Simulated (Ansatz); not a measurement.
LiI (rock salt) is sheared across one {110} plane: the third cell vector gains the shift, so faults repeat every 6.3 Å. The cut lies between planes 2.09 Å apart; the cell height is held.

```
CELL_PARAMETERS angstrom
      4.17424     0.00000     0.00000
      0.00000     5.90327     0.00000
      2.08712     2.95164     6.26136
ATOMIC_POSITIONS crystal
  I  0.00000 0.00000 0.83333
  I  0.33333 0.33333 0.16667
  I  0.66667 0.66667 0.50000
  Li 0.00000 0.50000 0.83333
  Li 0.33333 0.83333 0.16667
  Li 0.66667 0.16667 0.50000
```

In-plane vectors a = (4.174, 0.000) Å, b = (0.000, 5.903) Å, area 24.64 Å². The shift is s times the vector a + b (length 7.230 Å), so s = 1 restores the start. Atoms relax along the normal only. γ = [E(shift) − E(0)] / area.

Computed with PBEsol (plane waves to 420 eV, PAW, scalar-relativistic; Ansatz, an electronic-structure program). k mesh 7×7×7 (Γ-centred), Fermi-Dirac smearing 0.05 eV. Energies are extrapolated to zero smearing. As the smearing reaches across the gap at some points, the k mesh leaves noise in γ, roughly 0.02 J/m² as judged from a few cases. Faults lie only 6.3 Å apart, and holding the cell height raises γ above its relaxed value. LiI was relaxed with its symmetry unable to fall. Spin-orbit coupling is left out, though I is heavy. γ is measured from zero shift. The last digit holds for this mesh only.

```
s      γ (J/m²)
-----  --------
0.000      0.00
0.083      0.10
0.167  withheld
0.250      0.85
0.333      1.41
0.417      1.84
0.500      1.98
0.583      1.84
0.667      1.41
0.750      0.85
0.833  withheld
0.917      0.10
```

Task: Fit a Fourier form (three harmonics of 1 − cos and sin) to the given rows and predict γ at s = 0.833.

Result: Least squares on the 10 given rows: γ = (1.008)·[1 − cos(2πs)] + (-0.069)·[1 − cos(4πs)] + (-0.012)·[1 − cos(6πs)], in J/m²; root-mean-square residual 0.008 J/m². At 0.833 the fit gives 0.38 J/m²; the calculation gives 0.39 J/m², so the interpolation is off by -0.01 (-2.6 %). 

(The slope of γ gives the shear force per area between the displaced halves; near zero shift its curvature is an elastic stiffness.)
